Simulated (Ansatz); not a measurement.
# CsCl under a change: uniaxial strain ε_yy = −2.64 %

The reference is CsCl in the CsCl type structure (space group Pm-3m, No. 221; a = 4.1403 Å). Axes: x, y, z lie along the cube axes.

The change: the cell is compressed by 2.64 % along y with no lateral relaxation, atoms relaxed at fixed cell.

Calculations: Ansatz (an electronic-structure program) r2SCAN, without spin-orbit coupling. k-mesh 8×8×8 (Γ-centred); smearing 0.05 eV (Fermi–Dirac).

The volume per atom shrinks by 0.94 Å³ (35.49 Å³ → 34.55 Å³) and the space group changes from Pm-3m (No. 221) to P4/mmm (No. 123). The shortest interatomic distance drops by 0.0313 Å to 3.554 Å and the energy grows by 3.0 meV/atom. The pressure (mean of the normal stresses, compression positive) goes from zero to 5.3 kbar and the band gap falls by 0.12 eV, from 5.91 eV to 5.79 eV. The gap character stays direct at Γ and the electron mass comes out as 1.2 mₑ along y, 0.43 mₑ across (at Γ). The valence-band top at Γ (three highest levels, from the VBM) goes from 0.00, 0.00, 0.00 eV to 0.00, -0.09, -0.09 eV and the valley order (the lowest conduction-band minima on the path, energy above the VBM, named in the base's zone) goes from Γ 5.91 eV; M along ⟨110⟩ 6.56 eV to Γ 5.79 eV; M along [101] 6.49 eV; M along [011] 6.53 eV. The stress (xx, yy, zz, yz, xz, xy; compression positive) amounts to (0.27, 1.05, 0.27, 0.00, 0.00, 0.00) GPa.

Masses are band curvatures over ±0.01 Å⁻¹ around the edge. No phonon test of stability was made. k-point labels follow each cell's own Brillouin zone.
